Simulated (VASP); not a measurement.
# CdTe in VASP: notebook

One sheet, CdTe, is run at these levels: PBE, PBE+D4, HSE06+TS; tasks: relaxation of the atoms.

All numbers are computed with VASP 6.6.1; they aren't measurements. Logs are shortened: lines on timing, memory, paths and dates and some standing lists are left out, and cuts for length are marked.

## Step 1: The structure

The cell holds a sheet with vacuum, 2 atoms: a = 3.038 Å, b = 3.038 Å, c = 31.570 Å, α = 90.00°, β = 90.00°, γ = 90.00°.

The cell was built by a generator and needn't be a form met in nature.

## Step 2: Relaxation of the atoms, PBE

Input file INCAR:

```
PREC = Accurate ; ENCUT = 520
EDIFF = 1E-6 ; ISMEAR = 0
SIGMA = 0.05 ; LREAL = F
LASPH = T ; NELM = 60
ALGO = Normal ; ISIF = 2
LWAVE = F ; LCHARG = F
LDIPOL = T ; IDIPOL = 3
DIPOL = 0.5 0.5 0.285 ; GGA = PE
IBRION = 2 ; NSW = 40
EDIFFG = -0.005
```

Input file KPOINTS:

```
regular mesh
0
Gamma
  9 9 1
```

Input file POSCAR:

```
CdTe
1.0
    3.0380000000      0.0000000000      0.0000000000
    0.0000000000      3.0380000000      0.0000000000
    0.0000000000      0.0000000000     31.5700000000
Cd Te
1 1
Selective dynamics
Direct
    0.0000000000      0.0000000000      0.2383800000  F F F
    0.5000000000      0.5000000000      0.3317800000  T T T
```

Potentials or basis: VASP PAW PBE potentials, release 64 (Cd, Te).

Run with:

```console
> cat potpaw_PBE.64/Cd/POTCAR potpaw_PBE.64/Te/POTCAR > POTCAR
> mpirun -np 1 vasp_std > vasp.out
```

OUTCAR:

```text
PREC = Accurate
   ENCUT = 520
   EDIFF = 1E-6
   ISMEAR = 0
   LREAL = F
   LASPH = T
   NELM = 60
   ISIF = 2
   GGA = PE
   IBRION = 2
   NSW = 40
   EDIFFG = -0.005

 ion  position               nearest neighbor table
   1  0.000  0.000  0.238-   2 3.65   2 3.65   2 3.65   2 3.65
   2  0.500  0.500  0.332-   1 3.65   1 3.65   1 3.65   1 3.65

  LATTYP: Found a simple tetragonal cell.
 ALAT       =     3.0380000000
 C/A-ratio  =    10.3917050691

  Lattice vectors:

 A1 = (   3.0380000000,   0.0000000000,   0.0000000000)
 A2 = (   0.0000000000,   3.0380000000,   0.0000000000)
 A3 = (   0.0000000000,   0.0000000000,  31.5700000000)

Analysis of symmetry for initial positions (statically):
=====================================================================
 Subroutine PRICEL returns:
 Original cell was already a primitive cell.

 Routine SETGRP: Setting up the symmetry group for a
 simple tetragonal supercell.

 Subroutine GETGRP returns: Found  8 space group operations
 (whereof  8 operations were pure point group operations)
 out of a pool of 16 trial point group operations.

The static configuration has the point symmetry C_4v.

Analysis of symmetry for dynamics (positions and initial velocities):
=====================================================================
 Subroutine PRICEL returns:
 Original cell was already a primitive cell.

 Routine SETGRP: Setting up the symmetry group for a
 simple tetragonal supercell.

 Subroutine GETGRP returns: Found  8 space group operations
 (whereof  8 operations were pure point group operations)
 out of a pool of 16 trial point group operations.

The dynamic configuration has the point symmetry C_4v.

Analysis of constrained symmetry for selective dynamics:
=====================================================================
 Subroutine PRICEL returns:
 Original cell was already a primitive cell.

 Routine SETGRP: Setting up the symmetry group for a
 simple tetragonal supercell.

 Subroutine GETGRP returns: Found  8 space group operations
 (whereof  8 operations were pure point group operations)
 out of a pool of 16 trial point group operations.

The constrained configuration has the point symmetry C_4v.

 Subroutine INISYM returns: Found  8 space group operations
 (whereof  8 operations are pure point group operations),
 and found     1 'primitive' translations

----------------------------------------------------------------------------------------

                                     Primitive cell

  volume of cell :     291.3735

  direct lattice vectors                    reciprocal lattice vectors
     3.038000000  0.000000000  0.000000000     0.329163924  0.000000000  0.000000000
     0.000000000  3.038000000  0.000000000     0.000000000  0.329163924  0.000000000
     0.000000000  0.000000000 31.570000000     0.000000000  0.000000000  0.031675641

  length of vectors
     3.038000000  3.038000000 31.570000000     0.329163924  0.329163924  0.031675641

  position of ions in fractional coordinates (direct lattice)
     0.000000000  0.000000000  0.238380000
     0.500000000  0.500000000  0.331780000

  ion indices of the primitive-cell ions
   primitive index   ion index
                 1           1
                 2           2

----------------------------------------------------------------------------------------

 KPOINTS: regular mesh

Automatic generation of k-mesh.
 Grid dimensions read from file:
 generate k-points for:    9    9    1

 Generating k-lattice:

  Cartesian coordinates                     Fractional coordinates (reciprocal lattice)
     0.036573769  0.000000000  0.000000000     0.111111111  0.000000000  0.000000000
     0.000000000  0.036573769  0.000000000     0.000000000  0.111111111  0.000000000
     0.000000000  0.000000000  0.031675641     0.000000000  0.000000000  1.000000000

  Length of vectors
     0.036573769  0.036573769  0.031675641

  Shift w.r.t. Gamma in fractional coordinates (k-lattice)
     0.000000000  0.000000000  0.000000000

 Subroutine IBZKPT returns following result:
 ===========================================

 Found     15 irreducible k-points:

 Following reciprocal coordinates:
            Coordinates               Weight
  0.000000  0.000000  0.000000      1.000000
  0.111111  0.000000  0.000000      4.000000
  0.222222  0.000000  0.000000      4.000000
  0.333333  0.000000  0.000000      4.000000
  0.444444  0.000000  0.000000      4.000000
  0.111111  0.111111  0.000000      4.000000
  0.222222  0.111111  0.000000      8.000000
  0.333333  0.111111  0.000000      8.000000
  0.444444  0.111111  0.000000      8.000000
  0.222222  0.222222  0.000000      4.000000
  0.333333  0.222222  0.000000      8.000000
  0.444444  0.222222  0.000000      8.000000
  0.333333  0.333333  0.000000      4.000000
  0.444444  0.333333  0.000000      8.000000
  0.444444  0.444444  0.000000      4.000000
   k-points           NKPTS =     15   k-points in BZ     NKDIM =     15   number of bands    NBANDS=     13
   number of dos      NEDOS =    301   number of ions     NIONS =      2
   total plane-waves  NPLWV = 138240
   dimension x,y,z NGX =    24 NGY =   24 NGZ =  240
   dimension x,y,z NGXF=    48 NGYF=   48 NGZF=  480
   ions per type =               1   1
   NGX,Y,Z   is equivalent  to a cutoff of  13.13, 13.13, 12.64 a.u.
   NGXF,Y,Z  is equivalent  to a cutoff of  26.27, 26.27, 25.28 a.u.
 SYSTEM =  unknown system
   PREC   = accura    normal or accurate (medium, high low for compatibility)
   ISTART =      0    job   : 0-new  1-cont  2-samecut
   ICHARG =      2    charge: 1-file 2-atom 10-const
   ISPIN  =      1    spin polarized calculation?
   LNONCOLLINEAR =      F non collinear calculations
   LSORBIT =      F    spin-orbit coupling
   LASPH  =      T    aspherical Exc in radial PAW
   ENCUT  =  520.0 eV  38.22 Ry    6.18 a.u.   5.65  5.65 58.70*2*pi/ulx,y,z
   NELM   =     60;   NELMIN=  2; NELMDL= -5     # of ELM steps
   EDIFF  = 0.1E-05   stopping-criterion for ELM
   LREAL  =      F    real-space projection
   EDIFFG = -.5E-02   stopping-criterion for IOM
   NSW    =     40    number of steps for IOM
   IBRION =      2    ionic relax: 0-MD 1-quasi-New 2-CG
   NFREE  =      1    steps in history (QN), initial steepest desc. (CG)
   ISIF   =      2    stress and relaxation
   ISYM   =      2    0-nonsym 1-usesym 2-fastsym
   POTIM  = 0.5000    time-step for ionic-motion
   TEBEG  =    0.0;   TEEND  =   0.0 temperature during run
   PSTRESS=    0.0 pullay stress
   NELECT =      18.0000    total number of electrons
   NUPDOWN=      -1.0000    fix difference up-down
   EMIN   =  10.00;   EMAX   =-10.00  energy-range for DOS
   EFERMI =   0.00;   METHOD = LEGACY
   ISMEAR =     0;   SIGMA  =   0.05  broadening in eV -4-tet -1-fermi 0-gaus
   EFERMI_NEDOS =   21; number of points for ismear=-14 and -15
   IALGO  =     38    algorithm
   IMIX   =      4    mixing-type and parameters
     AMIX     =   0.40;   BMIX     =  1.00
     AMIX_MAG =   1.60;   BMIX_MAG =  1.00
  volume/ion in A,a.u.               =     145.69       983.14
  Fermi-wavevector in a.u.,A,eV,Ry     =   0.647166  1.222966  5.698442  0.418824
  Thomas-Fermi vector in A             =   1.715385
   LORBIT       =      0    0 simple, 1 ext, 2 COOP (PROOUT), +10 PAW based schemes
   GGA     = PE    functional components
   LHFCALC =     F    Hartree Fock is set to
   AEXX    =    0.0000 exact exchange contribution
   IVDW    =     0    specifies the selected vdW correction
   LEPSILON=     F    determine dielectric tensor
   LRPA    =     F    only Hartree local field effects (RPA)
 conjugate gradient relaxation of ions
 non-spin polarized calculation
 Gauss-broadening in eV      SIGMA  =   0.05
  energy-cutoff  :      520.00
  volume of cell :      291.37
 maximum number of plane-waves:      7888
 NGX is ok and might be reduce to    24
   NGX = 11   NGY = 11   NGZ =117

 dipolmoment           0.000000      0.000000     -0.000009 electrons x Angstroem

--------------------------------------- Ionic step        1  -------------------------------------------

 number of electron      17.9999992 magnetization

 Free energy of the ion-electron system (eV)
  ---------------------------------------------------
  ext. energy  EPLUGINS =         0.00000000
  ---------------------------------------------------
  free energy    TOTEN  =        -3.57859052 eV

  energy without entropy =       -3.57748019  energy(sigma->0) =       -3.57803536

------------------------ aborting loop because EDIFF is reached ----------------------------------------

  FORCE on cell =-STRESS in cart. coord.  units (eV):
  Direction    XX          YY          ZZ          XY          YZ          ZX
  --------------------------------------------------------------------------------------
  -------------------------------------------------------------------------------------
  Total        0.6441115      0.6441115      0.2895960      0.0000000      0.0000000      0.0000000
  in kB        3.5417793      3.5417793      1.5924033      0.0000000      0.0000000      0.0000000
  external PRESSURE =       2.8919873 kB  Pullay stress =       0.0000000 kB
[... 203 lines left out ...]
--------------------------------------- Ionic step        7  -------------------------------------------

 number of electron      17.9999993 magnetization

 dipolmoment           0.000000      0.000000      0.048589 electrons x Angstroem

 Free energy of the ion-electron system (eV)
  ---------------------------------------------------
  ext. energy  EPLUGINS =         0.00000000
  ---------------------------------------------------
  free energy    TOTEN  =        -3.58386724 eV

  energy without entropy =       -3.58058067  energy(sigma->0) =       -3.58222396

 E-fermi :  -2.7663     XC(G=0):  -2.3400

 val. band max:       -2.7826178224   @ k =   0.3333   0.3333   0.0000
 cond. band min:      -2.3909267792   @ k =   0.4444   0.4444   0.0000
 fundamental gap:      0.3916910432
 Fermi energy:        -2.7663207041

 k-point     1 :       0.0000    0.0000    0.0000
  band No.  band energies     occupation
      1     -15.7870      2.00000
      2     -11.7456      2.00000
      3     -11.4203      2.00000
      4     -10.7653      2.00000
      5     -10.7653      2.00000
      6     -10.5802      2.00000
      7      -8.3262      2.00000
      8      -5.7022      2.00000
      9      -1.3468      0.00000
     10       0.2520      0.00000
     11       0.2520      0.00000
     12       1.1084      0.00000
     13       1.5458      0.00000
[... 212 lines left out ...]
      2     -11.2459      2.00000
      3     -11.1554      2.00000
      4     -11.0892      2.00000
      5     -10.7567      2.00000
      6     -10.3142      2.00000
      7      -6.3665      2.00000
      8      -6.2580      2.00000
      9      -2.3909      0.00000
     10      -1.1504      0.00000
     11       0.1233      0.00000
     12       0.3500      0.00000
     13       2.1011      0.00000

------------------------ aborting loop because EDIFF is reached ----------------------------------------

 vacuum level on the upper side and lower side of the slab       (xc-potential included)         0.462        -0.477

  FORCE on cell =-STRESS in cart. coord.  units (eV):
  Direction    XX          YY          ZZ          XY          YZ          ZX
  --------------------------------------------------------------------------------------
  -------------------------------------------------------------------------------------
  Total        0.3907609      0.3907609     -0.0020219      0.0000000      0.0000000     -0.0000000
  in kB        2.1486789      2.1486789     -0.0111179      0.0000000      0.0000000     -0.0000000
  external PRESSURE =       1.4287467 kB  Pullay stress =       0.0000000 kB
[... 17 lines left out ...]
  FREE ENERGIE OF THE ION-ELECTRON SYSTEM (eV)
  ---------------------------------------------------
  free  energy   TOTEN  =        -3.5838672430 eV

  energy  without entropy=       -3.5805806737  energy(sigma->0) =       -3.58222396

 reached required accuracy - stopping structural energy minimisation

 vacuum level on the upper side and lower side of the slab         2.200         1.245
```

Wall time 2.6 min (1 thread of AMD EPYC 7R13 (Zen 3), shared host); peak memory 0.38 GiB.

Results:

```
Free energy               : -3.5839 eV
Energy gained by relaxing : 2.6 meV/atom
Ionic steps               : 7
Band gap on the k mesh    : none (metal or under the smearing width)
```

The path:
| step | energy change (eV) | largest force (eV/Å) | pressure (GPa) |
| --- | --- | --- | --- |
| 1 | 0.0000 | 0.0989 | 0.29 |
| 2 | -0.0005 | 0.0928 | 0.29 |
| 3 | -0.0017 | 0.0752 | 0.27 |
| 4 | -0.0034 | 0.0456 | 0.24 |
| 5 | -0.0050 | 0.0146 | 0.19 |
| 6 | -0.0052 | 0.0055 | 0.16 |
| 7 | -0.0053 | 0.0004 | 0.14 |

Final structure:
```cif
data_structure
_symmetry_space_group_name_H-M 'P 1'
_symmetry_Int_Tables_number 1
_cell_length_a 3.0380
_cell_length_b 3.0380
_cell_length_c 31.5700
_cell_angle_alpha 90.000
_cell_angle_beta 90.000
_cell_angle_gamma 90.000
_cell_volume 291.37
loop_
_atom_site_label
_atom_site_type_symbol
_atom_site_fract_x
_atom_site_fract_y
_atom_site_fract_z
_atom_site_occupancy
Cd1 Cd 0.00000 0.00000 0.23838 1
Te1 Te 0.50000 0.50000 0.33654 1
```

The run has no spin-orbit coupling, so splittings on Te are missing.

(Continued in part 2 of 3.)
